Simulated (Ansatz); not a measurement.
# AlN: elastic constants, part 2 of 2

Aim: the elastic tensor from the stress of slightly strained cells, and the moduli that follow. Runs: reference run (LAPW); at 2 GPa (LAPW). Companion runs by PAW are cited.

Ansatz 0.2.0; DFT LDA.

## 3. At 2 GPa, LAPW

The input, input.yaml:

```yaml
crystal:
  lattice:
    - [0.0, 2.16454409467, 2.16454409467]
    - [2.16454409467, 0.0, 2.16454409467]
    - [2.16454409467, 2.16454409467, 0.0]
  atoms:
    - { symbol: Al, position: [0.0, 0.0, 0.0] }
    - { symbol: "N", position: [0.25, 0.25, 0.25] }
kpoints:
  mp_grid: { grid: [8, 8, 8] }
scf:
  occupations: { method: fixed }
hamiltonian:
  xc: lda
  pseudopotentials: { kind: all_electron, lapw: { basis_error: 0.001 } }
elastic:
  mode: relaxed_ion
  stencil: two_point
  amplitude: 0.008
```

Run with:

```console
> ansatz run input.yaml --threads 1 --pin off --max-ram 2560MiB --backend cpu --events-out ev --progress --plain --runs-dir out
```

Output:

```text
LAPW: plane waves up to 10.400 Å⁻¹, error target 1.0e-3 eV per atom; small_component_spin mean_spin; N in spheres of 0.868 Å, 7 of its electrons in bands, Dirac shells []; Al in spheres of 0.951 Å, 11 of its electrons in bands, Dirac shells [] (how accurate: hamiltonian.pseudopotentials.lapw.basis_error, Limitations)
Engine: ansatz 0.2.0
Pseudopotentials: kind: all_electron
Pseudopotential: Al, LAPW, valence charge 11, lapw/all_electron/scalar/gaussian/Al, Koelling and Harmon's equation, gaussian nucleus
Pseudopotential: N, LAPW, valence charge 7, lapw/all_electron/scalar/gaussian/N, Koelling and Harmon's equation, gaussian nucleus
Functional definition: SPW92
  exchange = slater_x
  correlation = pw_c
davidson cushion auto → on  (no smearing: the cushion is to keep the highest requested band from converging to the state above it; pin scf.eigensolver.cushion to override)
Crystal: 2 atoms, lattice volume = 20.283 Å³
Basis set: ecut = 412.07005218691853 eV, 387 PW (Γ), exchange–correlation at level 2
Bands: 13, of which v1, the nominal top of the filled ones, is band 9 counted from 1 (8 counted from 0)
Symmetry: 24 space group operations
Space group: F-43m (ITA 216), of the structure as read, at distance tolerance 2.7e-5 Å
k-points: 29 of 512 (time reversal used)
Non-local potential: Al, projectors of the file, none
Non-local potential: N, projectors of the file, none
Initial density: superposition of atomic densities (chi_scale 0.1, normalization cell, long waves kept (reshape's long-wave potential 0.00 eV rms))
Initial wavefunctions: plane waves of lowest kinetic energy (no species holds an atomic orbital)
Functional: x = slater, c = lda
iter 1 solved again at ethr=3.35e-2 eV; its pass at ethr=1.00e-1 eV (dr2=6.03e0 eV) is discarded
SCF iter   1: F=—  HF=-8068.628881 eV  |F-HF|=—  |Δ(HF+E_count)|=         —  Δρ=1.58e-1  dr2=6.03e0  ethr=3.35e-2  ⟨swp⟩=2.0  Hψ=2541  notcnv=0
preconditioner: auto → none  [insulator: Δε(μ)=6.355 eV  Ē_g=17.187 eV  n_scr=8 (ndim 8)  ℏωp=23.3 eV  f_vac=0.000  ε∞_Penn≈2.8]
iter 2 solved again at ethr=2.09e-3 eV; its pass at ethr=3.35e-2 eV (dr2=3.75e-1 eV) is discarded
SCF iter   2: F=—  HF=-8066.473926 eV  |F-HF|=—  |Δ(HF+E_count)|=    2.15e0  Δρ=5.27e-2  dr2=3.76e-1  ethr=2.09e-3  ⟨swp⟩=2.0  Hψ=2063  notcnv=0
SCF iter   3: F=—  HF=-8066.096012 eV  |F-HF|=—  |Δ(HF+E_count)|=   3.78e-1  Δρ=1.75e-2  dr2=4.95e-2  ethr=2.09e-3  ⟨swp⟩=3.0  Hψ=1231  notcnv=0
SCF iter   4: F=—  HF=-8066.078674 eV  |F-HF|=—  |Δ(HF+E_count)|=         —  Δρ=9.15e-4  dr2=1.91e-4  ethr=2.75e-4  ⟨swp⟩=2.0  Hψ=1131  notcnv=0
the basis was enlarged: its passes take 53.0 KiB over the memory plan, 1 of 1 planned eigensolver slots
SCF iter   5: F=—  HF=-8066.078438 eV  |F-HF|=—  |Δ(HF+E_count)|=   2.36e-4  Δρ=3.48e-4  dr2=2.97e-5  ethr=1.06e-6  ⟨swp⟩=2.9  Hψ=1183  notcnv=0
SCF iter   6: F=—  HF=-8066.078415 eV  |F-HF|=—  |Δ(HF+E_count)|=   2.24e-5  Δρ=8.33e-5  dr2=5.77e-7  ethr=1.65e-7  ⟨swp⟩=2.2  Hψ=1138  notcnv=0
SCF iter   7: F=—  HF=-8066.078415 eV  |F-HF|=—  |Δ(HF+E_count)|=   4.79e-7  Δρ=7.43e-6  dr2=5.90e-9  ethr=3.21e-9  ⟨swp⟩=2.6  Hψ=1150  notcnv=0
SCF iter   8: F=—  HF=-8066.078415 eV  |F-HF|=—  |Δ(HF+E_count)|=  7.28e-12  Δρ=4.45e-7  dr2=1.64e-11  ethr=3.28e-11  ⟨swp⟩=3.0  Hψ=1202  notcnv=0
SCF iter   9: F=-8066.078415 eV  HF=-8066.078415 eV  |F-HF|=9.09e-13  |Δ(HF+E_count)|=  1.36e-11  Δρ=1.41e-8  dr2=1.55e-14  ethr=3.13e-12 (applied; sched 1.00e-12)  ⟨swp⟩=2.0  Hψ=1131  notcnv=0
SCF 1 converged in 9 iterations: F = -8066.078415 eV  dr2 = 1.55e-14
Crystal: 2 atoms, lattice volume = 20.121 Å³
Basis set: ecut = 414.28251546892784 eV, 387 PW (Γ), exchange–correlation at level 2
Symmetry: 8 space group operations
k-points: 59 of 512 (time reversal used)
Initial density: handed on by an earlier stage of this run
Initial wavefunctions: plane waves of lowest kinetic energy (no species holds an atomic orbital; no wavefunctions were taken with the density)
iter 1 solved again at ethr=6.84e-7 eV; its pass at ethr=1.00e-1 eV (dr2=1.23e-4 eV) is discarded
SCF iter   1: F=—  HF=-8066.075219 eV  |F-HF|=—  |Δ(HF+E_count)|=         —  Δρ=7.98e-4  dr2=1.26e-4  ethr=6.84e-7  ⟨swp⟩=4.1  Hψ=6437  notcnv=0
preconditioner: auto → none  [insulator: Δε(μ)=3.216 eV  Ē_g=15.564 eV  n_scr=8 (ndim 8)  ℏωp=23.4 eV  f_vac=0.000  ε∞_Penn≈3.3]
SCF iter   2: F=—  HF=-8066.075182 eV  |F-HF|=—  |Δ(HF+E_count)|=   3.72e-5  Δρ=3.63e-4  dr2=2.30e-5  ethr=6.84e-7  ⟨swp⟩=2.6  Hψ=2345  notcnv=0
SCF iter   3: F=—  HF=-8066.075176 eV  |F-HF|=—  |Δ(HF+E_count)|=   5.10e-6  Δρ=1.69e-4  dr2=4.60e-6  ethr=1.28e-7  ⟨swp⟩=2.1  Hψ=2305  notcnv=0
iter 4 solved again at ethr=2.15e-9 eV; its pass at ethr=2.55e-8 eV (dr2=3.87e-7 eV) is discarded
SCF iter   4: F=—  HF=-8066.075176 eV  |F-HF|=—  |Δ(HF+E_count)|=   4.43e-7  Δρ=5.14e-5  dr2=3.86e-7  ethr=2.15e-9  ⟨swp⟩=2.0  Hψ=4071  notcnv=0
SCF iter   5: F=—  HF=-8066.075176 eV  |F-HF|=—  |Δ(HF+E_count)|=   5.61e-9  Δρ=8.65e-6  dr2=8.81e-9  ethr=2.14e-9  ⟨swp⟩=2.0  Hψ=2301  notcnv=0
SCF iter   6: F=—  HF=-8066.075176 eV  |F-HF|=—  |Δ(HF+E_count)|=   1.24e-9  Δρ=6.43e-7  dr2=4.54e-11  ethr=4.89e-11  ⟨swp⟩=2.2  Hψ=2311  notcnv=0
SCF iter   7: F=-8066.075176 eV  HF=-8066.075176 eV  |F-HF|=0.00e0  |Δ(HF+E_count)|=  2.09e-11  Δρ=3.26e-8  dr2=9.86e-14  ethr=3.21e-12 (applied; sched 1.00e-12)  ⟨swp⟩=2.0  Hψ=2303  notcnv=0
SCF 2 converged in 7 iterations: F = -8066.075176 eV  dr2 = 9.86e-14
Crystal: 2 atoms, lattice volume = 20.445 Å³
Basis set: ecut = 409.8868931923467 eV, 387 PW (Γ), exchange–correlation at level 2
iter 1 solved again at ethr=7.29e-7 eV; its pass at ethr=1.00e-1 eV (dr2=1.31e-4 eV) is discarded
SCF iter   1: F=—  HF=-8066.079208 eV  |F-HF|=—  |Δ(HF+E_count)|=         —  Δρ=7.85e-4  dr2=1.26e-4  ethr=7.29e-7  ⟨swp⟩=4.0  Hψ=6424  notcnv=0
preconditioner: auto → none  [insulator: Δε(μ)=3.213 eV  Ē_g=15.399 eV  n_scr=8 (ndim 8)  ℏωp=23.2 eV  f_vac=0.000  ε∞_Penn≈3.3]
SCF iter   2: F=—  HF=-8066.079171 eV  |F-HF|=—  |Δ(HF+E_count)|=   3.78e-5  Δρ=3.57e-4  dr2=2.35e-5  ethr=7.01e-7  ⟨swp⟩=2.6  Hψ=2343  notcnv=0
SCF iter   3: F=—  HF=-8066.079165 eV  |F-HF|=—  |Δ(HF+E_count)|=   5.40e-6  Δρ=1.66e-4  dr2=4.67e-6  ethr=1.30e-7  ⟨swp⟩=2.1  Hψ=2307  notcnv=0
iter 4 solved again at ethr=1.95e-9 eV; its pass at ethr=2.59e-8 eV (dr2=3.51e-7 eV) is discarded
SCF iter   4: F=—  HF=-8066.079165 eV  |F-HF|=—  |Δ(HF+E_count)|=   4.90e-7  Δρ=4.85e-5  dr2=3.50e-7  ethr=1.95e-9  ⟨swp⟩=2.0  Hψ=4071  notcnv=0
SCF iter   5: F=—  HF=-8066.079165 eV  |F-HF|=—  |Δ(HF+E_count)|=   8.96e-9  Δρ=7.93e-6  dr2=7.33e-9  ethr=1.94e-9  ⟨swp⟩=2.0  Hψ=2301  notcnv=0
SCF iter   6: F=—  HF=-8066.079165 eV  |F-HF|=—  |Δ(HF+E_count)|=   2.11e-9  Δρ=5.63e-7  dr2=3.43e-11  ethr=4.07e-11  ⟨swp⟩=2.3  Hψ=2317  notcnv=0
SCF iter   7: F=-8066.079165 eV  HF=-8066.079165 eV  |F-HF|=5.46e-12  |Δ(HF+E_count)|=  3.18e-11  Δρ=2.94e-8  dr2=7.76e-14  ethr=3.13e-12 (applied; sched 1.00e-12)  ⟨swp⟩=2.0  Hψ=2301  notcnv=0
SCF 3 converged in 7 iterations: F = -8066.079165 eV  dr2 = 7.76e-14
Basis set: ecut = 412.07444765941483 eV, 387 PW (Γ), exchange–correlation at level 2
Symmetry: 4 space group operations
k-points: 95 of 512 (time reversal used)
iter 1 solved again at ethr=1.38e-6 eV; its pass at ethr=1.00e-1 eV (dr2=2.49e-4 eV) is discarded
SCF iter   1: F=—  HF=-8066.077571 eV  |F-HF|=—  |Δ(HF+E_count)|=         —  Δρ=1.12e-3  dr2=2.48e-4  ethr=1.38e-6  ⟨swp⟩=4.1  Hψ=10218  notcnv=0
preconditioner: auto → none  [insulator: Δε(μ)=3.233 eV  Ē_g=15.482 eV  n_scr=8 (ndim 8)  ℏωp=23.3 eV  f_vac=0.000  ε∞_Penn≈3.3]
iter 2 solved again at ethr=1.34e-7 eV; its pass at ethr=1.38e-6 eV (dr2=2.41e-5 eV) is discarded
SCF iter   2: F=—  HF=-8066.077452 eV  |F-HF|=—  |Δ(HF+E_count)|=   1.19e-4  Δρ=3.56e-4  dr2=2.40e-5  ethr=1.34e-7  ⟨swp⟩=2.0  Hψ=6572  notcnv=0
SCF iter   3: F=—  HF=-8066.077441 eV  |F-HF|=—  |Δ(HF+E_count)|=   1.09e-5  Δρ=3.89e-5  dr2=1.74e-7  ethr=1.33e-7  ⟨swp⟩=3.0  Hψ=3956  notcnv=0
SCF iter   4: F=—  HF=-8066.077441 eV  |F-HF|=—  |Δ(HF+E_count)|=   2.93e-8  Δρ=1.14e-5  dr2=1.97e-8  ethr=9.67e-10  ⟨swp⟩=3.0  Hψ=4276  notcnv=0
SCF iter   5: F=—  HF=-8066.077441 eV  |F-HF|=—  |Δ(HF+E_count)|=   4.99e-9  Δρ=4.82e-6  dr2=2.55e-9  ethr=1.10e-10  ⟨swp⟩=3.0  Hψ=4047  notcnv=0
SCF iter   6: F=—  HF=-8066.077441 eV  |F-HF|=—  |Δ(HF+E_count)|=  1.61e-10  Δρ=1.30e-6  dr2=1.54e-10  ethr=1.42e-11  ⟨swp⟩=2.0  Hψ=3706  notcnv=0
SCF iter   7: F=—  HF=-8066.077441 eV  |F-HF|=—  |Δ(HF+E_count)|=  7.28e-12  Δρ=1.67e-7  dr2=2.41e-12  ethr=3.13e-12 (applied; sched 1.00e-12)  ⟨swp⟩=2.0  Hψ=3705  notcnv=0
SCF iter   8: F=-8066.077441 eV  HF=-8066.077441 eV  |F-HF|=2.73e-12  |Δ(HF+E_count)|=  7.28e-12  Δρ=1.05e-8  dr2=9.84e-15  ethr=3.13e-12 (applied; sched 1.00e-12)  ⟨swp⟩=2.0  Hψ=3705  notcnv=0
SCF 4 converged in 8 iterations: F = -8066.077441 eV  dr2 = 9.84e-15
relax step   1: F+E_penalty+E_count = -8066.07744089 eV  Δ(F+E_penalty+E_count) = +0.000e0 eV  max|allowed force component| = 7.926e-2 eV/Å  Δτ_max = 0.0000 Å  (8 SCF iters, accepted)
Initial wavefunctions: those handed on with the density
iter 1 solved again at ethr=8.40e-9 eV; its pass at ethr=1.00e-1 eV (dr2=1.51e-6 eV) is discarded
SCF iter   1: F=—  HF=-8066.077544 eV  |F-HF|=—  |Δ(HF+E_count)|=         —  Δρ=1.86e-4  dr2=7.17e-6  ethr=8.40e-9  ⟨swp⟩=4.8  Hψ=7525  notcnv=0
eigensolver tolerance schedule calibrated: the retry pair's looser diagonalisation under-reported the residual by θ = 0.79 (0.11/decade); ethr = c·dr2/N_el runs at the constant in force after the calibration composes with the one it found (an armed cap, an earlier calibration), c = 8.0e-2
preconditioner: auto → none  [insulator: Δε(μ)=3.219 eV  Ē_g=15.482 eV  n_scr=8 (ndim 8)  ℏωp=23.3 eV  f_vac=0.000  ε∞_Penn≈3.3]
SCF iter   2: F=—  HF=-8066.077540 eV  |F-HF|=—  |Δ(HF+E_count)|=   3.32e-6  Δρ=6.02e-5  dr2=5.66e-7  ethr=8.40e-9  ⟨swp⟩=3.0  Hψ=4376  notcnv=0
iter 3 solved again at ethr=6.63e-11 eV; its pass at ethr=2.53e-9 eV (dr2=1.48e-8 eV) is discarded
SCF iter   3: F=—  HF=-8066.077540 eV  |F-HF|=—  |Δ(HF+E_count)|=   1.85e-7  Δρ=1.32e-5  dr2=1.48e-8  ethr=6.63e-11  ⟨swp⟩=2.1  Hψ=6903  notcnv=0
SCF iter   4: F=—  HF=-8066.077540 eV  |F-HF|=—  |Δ(HF+E_count)|=   1.97e-9  Δρ=3.46e-6  dr2=2.44e-9  ethr=6.63e-11  ⟨swp⟩=2.2  Hψ=3725  notcnv=0
SCF iter   5: F=—  HF=-8066.077540 eV  |F-HF|=—  |Δ(HF+E_count)|=   1.58e-9  Δρ=5.40e-7  dr2=3.14e-11  ethr=1.09e-11  ⟨swp⟩=3.0  Hψ=3940  notcnv=0
SCF iter   6: F=—  HF=-8066.077540 eV  |F-HF|=—  |Δ(HF+E_count)|=  1.09e-11  Δρ=4.38e-8  dr2=1.23e-13  ethr=3.13e-12 (applied; sched 1.00e-12)  ⟨swp⟩=2.0  Hψ=3705  notcnv=0
SCF iter   7: F=-8066.077540 eV  HF=-8066.077540 eV  |F-HF|=2.73e-12  |Δ(HF+E_count)|=  2.73e-12  Δρ=3.03e-9  dr2=7.98e-16  ethr=3.13e-12 (applied; sched 1.00e-12)  ⟨swp⟩=2.0  Hψ=3705  notcnv=0
SCF 5 converged in 7 iterations: F = -8066.077540 eV  dr2 = 7.98e-16
relax step   2: F+E_penalty+E_count = -8066.07754005 eV  Δ(F+E_penalty+E_count) = -9.917e-5 eV  max|allowed force component| = 5.670e-2 eV/Å  Δτ_max = 0.0007 Å  (7 SCF iters, accepted)
SCF iter   1: F=—  HF=-8066.077666 eV  |F-HF|=—  |Δ(HF+E_count)|=         —  Δρ=4.68e-4  dr2=4.52e-5  ethr=2.52e-6  ⟨swp⟩=3.5  Hψ=4789  notcnv=0
preconditioner: auto → none  [insulator: Δε(μ)=3.208 eV  Ē_g=15.481 eV  n_scr=8 (ndim 8)  ℏωp=23.3 eV  f_vac=0.000  ε∞_Penn≈3.3]
iter 2 solved again at ethr=2.01e-8 eV; its pass at ethr=2.51e-7 eV (dr2=3.62e-6 eV) is discarded
SCF iter   2: F=—  HF=-8066.077645 eV  |F-HF|=—  |Δ(HF+E_count)|=   2.09e-5  Δρ=1.52e-4  dr2=3.59e-6  ethr=2.01e-8  ⟨swp⟩=2.0  Hψ=6638  notcnv=0
SCF iter   3: F=—  HF=-8066.077644 eV  |F-HF|=—  |Δ(HF+E_count)|=   1.17e-6  Δρ=3.28e-5  dr2=9.06e-8  ethr=2.00e-8  ⟨swp⟩=3.0  Hψ=3907  notcnv=0
SCF iter   4: F=—  HF=-8066.077644 eV  |F-HF|=—  |Δ(HF+E_count)|=   9.26e-9  Δρ=6.89e-6  dr2=9.59e-9  ethr=5.04e-10  ⟨swp⟩=2.3  Hψ=3740  notcnv=0
SCF iter   5: F=—  HF=-8066.077644 eV  |F-HF|=—  |Δ(HF+E_count)|=   5.70e-9  Δρ=1.29e-6  dr2=1.86e-10  ethr=5.33e-11  ⟨swp⟩=3.0  Hψ=3880  notcnv=0
SCF iter   6: F=—  HF=-8066.077644 eV  |F-HF|=—  |Δ(HF+E_count)|=  4.91e-11  Δρ=1.43e-7  dr2=1.53e-12  ethr=3.13e-12 (applied; sched 1.03e-12)  ⟨swp⟩=2.0  Hψ=3705  notcnv=0
SCF iter   7: F=-8066.077644 eV  HF=-8066.077644 eV  |F-HF|=1.82e-12  |Δ(HF+E_count)|=  9.09e-13  Δρ=1.20e-8  dr2=1.11e-14  ethr=3.13e-12 (applied; sched 1.00e-12)  ⟨swp⟩=2.0  Hψ=3705  notcnv=0
SCF 6 converged in 7 iterations: F = -8066.077644 eV  dr2 = 1.11e-14
relax step   3: F+E_penalty+E_count = -8066.07764401 eV  Δ(F+E_penalty+E_count) = -1.040e-4 eV  max|allowed force component| = 8.509e-6 eV/Å  Δτ_max = 0.0018 Å  (7 SCF iters, accepted)
[... 16 lines left out ...]
relax step   1: F+E_penalty+E_count = -8066.07744089 eV  Δ(F+E_penalty+E_count) = +0.000e0 eV  max|allowed force component| = 7.926e-2 eV/Å  Δτ_max = 0.0000 Å  (8 SCF iters, accepted)
iter 1 solved again at ethr=8.98e-8 eV; its pass at ethr=1.00e-1 eV (dr2=1.62e-5 eV) is discarded
SCF iter   1: F=—  HF=-8066.077687 eV  |F-HF|=—  |Δ(HF+E_count)|=         —  Δρ=6.54e-4  dr2=8.85e-5  ethr=8.98e-8  ⟨swp⟩=4.8  Hψ=7536  notcnv=0
eigensolver tolerance schedule calibrated: the retry pair's looser diagonalisation under-reported the residual by θ = 0.82 (0.14/decade); ethr = c·dr2/N_el runs at the constant in force after the calibration composes with the one it found (an armed cap, an earlier calibration), c = 5.5e-2
preconditioner: auto → none  [insulator: Δε(μ)=3.207 eV  Ē_g=15.481 eV  n_scr=8 (ndim 8)  ℏωp=23.3 eV  f_vac=0.000  ε∞_Penn≈3.3]
SCF iter   2: F=—  HF=-8066.077646 eV  |F-HF|=—  |Δ(HF+E_count)|=   4.10e-5  Δρ=2.11e-4  dr2=6.98e-6  ethr=8.98e-8  ⟨swp⟩=3.0  Hψ=4386  notcnv=0
iter 3 solved again at ethr=5.47e-10 eV; its pass at ethr=2.12e-8 eV (dr2=1.80e-7 eV) is discarded
SCF iter   3: F=—  HF=-8066.077644 eV  |F-HF|=—  |Δ(HF+E_count)|=   2.28e-6  Δρ=4.62e-5  dr2=1.80e-7  ethr=5.47e-10  ⟨swp⟩=2.1  Hψ=7178  notcnv=0
SCF iter   4: F=—  HF=-8066.077644 eV  |F-HF|=—  |Δ(HF+E_count)|=   1.71e-8  Δρ=1.02e-5  dr2=2.09e-8  ethr=5.47e-10  ⟨swp⟩=2.3  Hψ=3735  notcnv=0
SCF iter   5: F=—  HF=-8066.077644 eV  |F-HF|=—  |Δ(HF+E_count)|=   1.21e-8  Δρ=1.86e-6  dr2=3.78e-10  ethr=6.37e-11  ⟨swp⟩=3.0  Hψ=4137  notcnv=0
SCF iter   6: F=—  HF=-8066.077644 eV  |F-HF|=—  |Δ(HF+E_count)|=  1.03e-10  Δρ=1.68e-7  dr2=1.86e-12  ethr=3.21e-12 (applied; sched 1.15e-12)  ⟨swp⟩=2.1  Hψ=3711  notcnv=0
SCF iter   7: F=-8066.077644 eV  HF=-8066.077644 eV  |F-HF|=3.64e-12  |Δ(HF+E_count)|=  9.09e-13  Δρ=1.11e-8  dr2=1.01e-14  ethr=3.13e-12 (applied; sched 1.00e-12)  ⟨swp⟩=2.0  Hψ=3705  notcnv=0
SCF 9 converged in 7 iterations: F = -8066.077644 eV  dr2 = 1.01e-14
relax step   2: F+E_penalty+E_count = -8066.07764401 eV  Δ(F+E_penalty+E_count) = -2.031e-4 eV  max|allowed force component| = 3.416e-6 eV/Å  Δτ_max = 0.0026 Å  (7 SCF iters, accepted)
iter 1 solved again at ethr=1.00e-12 eV; its pass at ethr=1.00e-1 eV (dr2=1.01e-14 eV) is discarded
SCF iter   1: F=—  HF=-8066.077644 eV  |F-HF|=—  |Δ(HF+E_count)|=         —  Δρ=1.11e-8  dr2=9.98e-15  ethr=2.41e-12 (applied; sched 1.00e-12)  ⟨swp⟩=2.0  Hψ=5320  notcnv=0
SCF iter   2: F=-8066.077644 eV  HF=-8066.077644 eV  |F-HF|=3.64e-12  |Δ(HF+E_count)|=  1.16e-10  Δρ=5.65e-9  dr2=2.24e-15  ethr=3.13e-12 (applied; sched 1.00e-12)  ⟨swp⟩=2.0  Hψ=3705  notcnv=0
SCF 10 converged in 2 iterations: F = -8066.077644 eV  dr2 = 2.24e-15
SCF converged after 9 iterations
Free energy (F): -8066.078415 eV
Harris-Foulkes:  -8066.078415 eV  (|F-HF|=9.09e-13)
Internal energy: -8066.078415 eV  (E = F + TS)
E sigma→0 (E₀):  -8066.078415 eV
Fermi energy:    8.541998 eV
--- Per-component energies (eV) ---
  E_band       = -1194.765656
  E_kinetic    = 8066.485576
  E_xc         = -661.781397
  E_electrostatic = -15470.782594  (all electrons and nuclei)
  E_smearing   = -0.000000  (= −TS)
  E_closure    = 0.000000  (closes the sum)
  E_atoms      = -8049.684938  (free atoms, spherical and without spin; not in F)
  Σ components = -8066.078415   (vs F -8066.078415, Δ=0.00e0)
  Basis errors (estimates in eV, not in F): energy 4.6e-4 per atom: plane waves 4.4e-4 (2.7e-4 summed), levels above the bands 0.0e0, relativity 1.0e-8, radial functions 2.1e-5, core shells 1.6e-11; eigenvalues (radial functions only) 1.9e-6; not estimated: angular momenta, meshes, grids; target (lapw.basis_error) 1.0e-3; muffin-tin radii N 0.868 Å, Al 0.951 Å
--- Forces (eV/Å), atoms counted from 1 ---
  atom   1  Al     0.00000000     0.00000000     0.00000000
  atom   2  N     -0.00000000     0.00000000    -0.00000000
  max |Σ_I F_I| component: 2.78e-17 eV/Å
--- Stress (GPa, compression-positive) ---
        1.967056      -0.000000      -0.000000
       -0.000000       1.967056       0.000000
       -0.000000       0.000000       1.967056
  P = ⅓ Tr σ = 1.9671 GPa (19.671 kbar)
--- Band table (eV; the first three rows and the last of 29) ---
  k-point 0: bands = ["-361.4359", "-90.8122", "-53.0089", "-53.0089", "-53.0089", "-6.4448", "8.5420", "8.5420", "8.5420", "13.0106", "21.1407", "21.1407", "21.1407"]
  k-point 1: bands = ["-361.4359", "-90.8120", "-53.0108", "-53.0092", "-53.0092", "-6.2049", "7.3641", "8.4617", "8.4617", "13.9204", "20.5752", "21.3157", "21.3157"]
  k-point 2: bands = ["-361.4359", "-90.8116", "-53.0151", "-53.0099", "-53.0099", "-5.5429", "5.2384", "8.2812", "8.2812", "15.1938", "19.5775", "20.8898", "20.8898"]
  k-point 28: bands = ["-361.4359", "-90.8106", "-53.0181", "-53.0167", "-53.0139", "-3.4910", "4.6845", "4.9738", "5.7550", "14.5715", "19.9453", "20.6302", "20.8864"]
--- Elastic constants: 2 strain directions × 2 members + reference (group order 24) ---
  dense FFT box of the reference and of every strained cell: 24×24×24
  strains applied: 11, 23; error gains: componentwise 1.00 (the most a stress slope's error grows in a printed constant), spectral 1.73 (1 for all six strains in a standard setting)
  C = ∂σ_k/∂η_j (tension-positive GPa; Voigt order 11 22 33 23 13 12):
       307.186    173.503    173.503      0.000      0.000     -0.000
       173.503    307.186    173.503      0.000     -0.000     -0.000
       173.503    173.503    307.186      0.000      0.000     -0.000
        -0.000     -0.000      0.000    189.294     -0.000     -0.000
         0.000      0.000     -0.000      0.000    189.294      0.000
        -0.000      0.000     -0.000     -0.000      0.000    189.294
  reference stress σ⁰ (GPa):     -1.967     -1.967     -1.967     -0.000      0.000      0.000
  no Pulay correction (none for the plane-wave cutoff is built on LAPW): the batch's stresses and constants are at fixed plane waves
  C* (energy form; C + prestress term) asymmetry max|C*_kj − C*_jk| = 2.842e-14 GPa — a small one proves nothing (zero by symmetry where the batch's group is 432, −43m or m−3m); a large one is finite-difference/SCF noise where every solve meets its electron count
  moduli (Voigt/Reuss/Hill, GPa): K = 218.06/218.06/218.06   G = 140.31/109.24/124.78   E = 314.37   ν = 0.260
  mechanically stable: yes (min eigenvalue of sym C = 133.68 GPa)
  where every solve meets its electron count the energy-path curvature estimates C_jj along a normal strain and C_jj − ¼(σ⁰_aa + σ⁰_bb) along a shear (ab), closely only under elastic.basis: deformed
  strain η (Voigt 11):  stress-route row diagonal C_11 = 307.19 GPa, energy-path curvature d²(F+E_count)/dδ²/Ω₀ = 307.20 GPa
         δ    σ_11 (GPa)             F (eV)   n_scf  n_hpsi   n_pw
    -8.000e-3      -4.4313       -8066.0751760       7   22361    396   relax 0 steps, max|allowed force component| 1.11e-16 eV/Å
     8.000e-3       0.4837       -8066.0791646       7   22350    396   relax 0 steps, max|allowed force component| 1.11e-16 eV/Å
  strain η (Voigt 23):  stress-route row diagonal C_44 = 189.29 GPa, energy-path curvature d²(F+E_count)/dδ²/Ω₀ = 190.27 GPa
         δ    σ_23 (GPa)             F (eV)   n_scf  n_hpsi   n_pw
    -8.000e-3      -1.5144       -8066.0776440       2    9487    396   relax 3 steps, max|allowed force component| 8.51e-6 eV/Å
     8.000e-3       1.5144       -8066.0776440       2    9487    396   relax 2 steps, max|allowed force component| 3.42e-6 eV/Å
```

Run time: 2.1 min. Hardware: 1 thread of Arm Neoverse V1, shared host; peak memory 0.34 GiB.

C in GPa (Voigt order xx, yy, zz, yz, xz, xy):

```
307.2 173.5 173.5   0.0   0.0   0.0
173.5 307.2 173.5   0.0   0.0   0.0
173.5 173.5 307.2   0.0   0.0   0.0
  0.0   0.0   0.0 189.3   0.0   0.0
  0.0   0.0   0.0   0.0 189.3   0.0
  0.0   0.0   0.0   0.0   0.0 189.3
```

## 4. All runs together

PAW rows come from companion runs at the same settings.

| run | C11 | C12 | C44 | K | G | E | Poisson ratio |
| --- | --- | --- | --- | --- | --- | --- | --- |
| ions relaxed, LAPW | 300.3 | 165.6 | 187.5 | 210.5 | 124.4 | 311.9 | 0.253 |
| at 2 GPa, LAPW | 307.2 | 173.5 | 189.3 | 218.1 | 124.8 | 314.4 | 0.260 |
| ions relaxed, PAW | 300.3 | 165.8 | 187.9 | 210.6 | 124.5 | 312.1 | 0.253 |
| at 2 GPa, PAW | 307.1 | 173.7 | 189.5 | 218.1 | 124.8 | 314.3 | 0.260 |

Constants and moduli in GPa; K, G and E are Hill averages.

## 5. What came out

This closing draws on all 2 parts.

| quantity | value |
| --- | --- |
| C11 (LAPW) | 300 GPa |
| C12 (LAPW) | 166 GPa |
| C44 (LAPW) | 187 GPa |
| bulk, shear and Young's modulus | 210, 124, 312 GPa |
| Debye temperature from sound speeds | 913 K |
| universal anisotropy index | 1.37 |

**Reading.** All eigenvalues are positive, so the crystal is mechanically stable; by LAPW K = 210 and G = 124 GPa, K/G = 1.69, on the brittle side of Pugh's rough line at 1.75, which was drawn for metals. Young's modulus runs from 183 to 434 GPa with direction. PAW's constants lie within 0.4 GPa of LAPW's. At 2 GPa K rises to 218 GPa. Cautions: constants at zero field, no piezoelectric stiffening.
